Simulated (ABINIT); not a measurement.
## Ir in ABINIT: convergence with smearing width

The system is Ir.

```
CELL_PARAMETERS angstrom
2.75138 0.00000 0.00000
-1.37569 2.38276 0.00000
0.00000 0.00000 4.46229
ATOMIC_POSITIONS crystal
Ir 0.33333 0.66667 0.25000
Ir 0.66667 0.33333 0.75000
```

This isn't the form of Ir at room conditions, which is fcc.

- Program: ABINIT 10.8.3 (patched build)
- Task: single point
- Functional: r2SCAN
- Potentials or basis: SPMS NC PBE v1.0
- Cutoff: 599 eV
- k mesh: 9 × 9 × 5
- Occupations: fermi-dirac, width 0.272 eV
- Spin: no spin polarisation

These are the settings of the first run; the series varies smearing width, with any setting tied to it.

Hardware: 1 thread of Arm Neoverse V2, on a shared host.

```
smearing width  energy less the tightest run, at zero smearing (meV/atom)  pressure (GPa)  SCF cycles  CPU time (s)  peak memory (GiB)
      0.272 eV                                                      -3.27           -9.96           9           140               0.07
        0.2 eV                                                       0.05          -11.11           9           140               0.09
      0.136 eV                                                       0.65          -11.92           9           140               0.09
        0.1 eV                                                       0.71          -12.24           9           140               0.08
       0.05 eV                                                       0.54          -12.51           9           130               0.09
      0.025 eV                                                       0.17          -12.57           9           130               0.09
       0.01 eV                                                       0.00          -12.58           9           140               0.09
```

Against the tightest run, the energy stays within 1 meV/atom from 0.2 eV on; the pressure stays within 0.1 GPa from 0.05 eV on. Narrower smearing needs a denser k mesh, so at a fixed mesh the narrowest width isn't the most accurate. The tightest run that finished is the yardstick and may itself not be fully converged.

Caveat, for the tightest run too: a meta-GGA on potentials with a model core is unreliable; the potentials were made for another functional, which shifts forces and pressure. The run has no spin-orbit coupling, so splittings on Ir are missing.
